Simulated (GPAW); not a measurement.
## TiSi2: changing the functional

```cif
data_structure
_symmetry_space_group_name_H-M 'Fddd:1'
_symmetry_Int_Tables_number 70
_cell_length_a 4.7790
_cell_length_b 8.2350
_cell_length_c 8.5258
_cell_angle_alpha 90.000
_cell_angle_beta 90.000
_cell_angle_gamma 90.000
_cell_volume 335.54
loop_
_atom_site_label
_atom_site_type_symbol
_atom_site_symmetry_multiplicity
_atom_site_Wyckoff_symbol
_atom_site_fract_x
_atom_site_fract_y
_atom_site_fract_z
_atom_site_occupancy
Ti1 Ti 8 b 0.75000 0.25000 0.25000 1
Si1 Si 16 f 0.75000 0.91257 0.25000 1
```

The cell is a database's computed one, not the measured one.

Kept alike: task band structure; k mesh 5 × 5 × 5; occupations fermi-dirac, width 0.05 eV; no spin polarisation. Program: GPAW, potentials by row: the program's PAW data sets (release 1.2.1) made for this functional (LDA); GPAW PAW data sets (gpaw-data 1.2.1) (PBE, r2SCAN on files made for PBE); PAW data sets generated for this functional (PBEsol), cutoff 600 eV. The mesh is that of the run's cell of 6 atoms. No spin-orbit coupling.

| run | pressure (GPa) |
| --- | --- |
| A | 0.31 |
| B | 2.44 |
| C | -4.67 |
| D | -1.50 |

Pressure is positive in compression; the values hold the error of the finite cutoff, so their zero can differ a little from the energy's minimum. For a metal such a mesh leaves the last digits unconverged.

Problem. The runs differ in the functional (and the potentials named above) alone: LDA; PBE; PBEsol; r2SCAN. Which run is which?

Solution. Run A is r2SCAN; run B is PBE; run C is LDA; run D is PBEsol. The pressure runs from -4.67 (LDA) to 2.44 GPa (PBE). From PBE: LDA -7.11; PBEsol -3.94; r2SCAN -2.13.
